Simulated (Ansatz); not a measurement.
BeO (wurtzite)

```
CELL_PARAMETERS angstrom
      2.71166     0.00000     0.00000
     -1.35583     2.34837     0.00000
      0.00000     0.00000     4.40429
ATOMIC_POSITIONS crystal
  Be 0.66667 0.33333 0.00149
  Be 0.33333 0.66667 0.50149
  O  0.66667 0.33333 0.62371
  O  0.33333 0.66667 0.12371
```

The slice is a (-1 1 0 2) plane (indices of the conventional cell) through the point (0.333, 0.667, 0.124) (fractional), spanned by u = [110] and v = [1 -1 1] in vectors of this cell: u (2.71 Å) and v (6.44 Å, at 90° to u). It covers one period; positions are fractions (u, v).

These are PBE (plane waves to 420 eV, PAW, scalar-relativistic; Ansatz, a program for electronic structure) values and carry that method's errors. k mesh 14×14×8. These are valence fields of a PAW run, semicore shells included where kept as valence: close to a nucleus they are smooth pseudo fields. BeO was relaxed with its symmetry unable to fall. The PAW data are Ansatz's earlier set.

### Question
Around which element is the density of the highest valence band (whole band, smooth part) largest on this plane?

### Answer
O. Mean over a disc round each atom, of radius 0.45 times the shortest bond: O 0.213, Be 0.027 e/Å³.

### Question
Sketch the electron localisation function (ELF) on this plane as a map.

### Answer
| v \ u | 0.00 | 0.15 | 0.31 | 0.46 | 0.62 | 0.77 | 0.92 |
|---|---|---|---|---|---|---|---|
| 0.88 | 0.76 | 0.75 | 0.37 | x | 0.03 | 0.68 | 0.76 |
| 0.75 | 0.03 | 0.06 | 0.18 | 0.32 | 0.26 | 0.10 | 0.04 |
| 0.62 | 0.03 | 0.04 | 0.14 | 0.31 | 0.24 | 0.07 | 0.03 |
| 0.50 | 0.74 | 0.71 | 0.37 | 0.03 | 0.11 | 0.60 | 0.74 |
| 0.38 | 0.79 | 0.82 | 0.67 | 0.06 | 0.30 | 0.80 | 0.81 |
| 0.25 | 0.17 | 0.13 | 0.06 | 0.04 | 0.04 | 0.09 | 0.16 |
| 0.12 | 0.76 | 0.65 | 0.25 | 0.03 | 0.08 | 0.48 | 0.73 |
| 0.00 | x | 0.74 | 0.76 | 0.14 | 0.47 | 0.83 | x |

Values: electron localisation function (ELF). Points within 0.3 Å of a nucleus are blanked (x), as the pseudised field means little there.
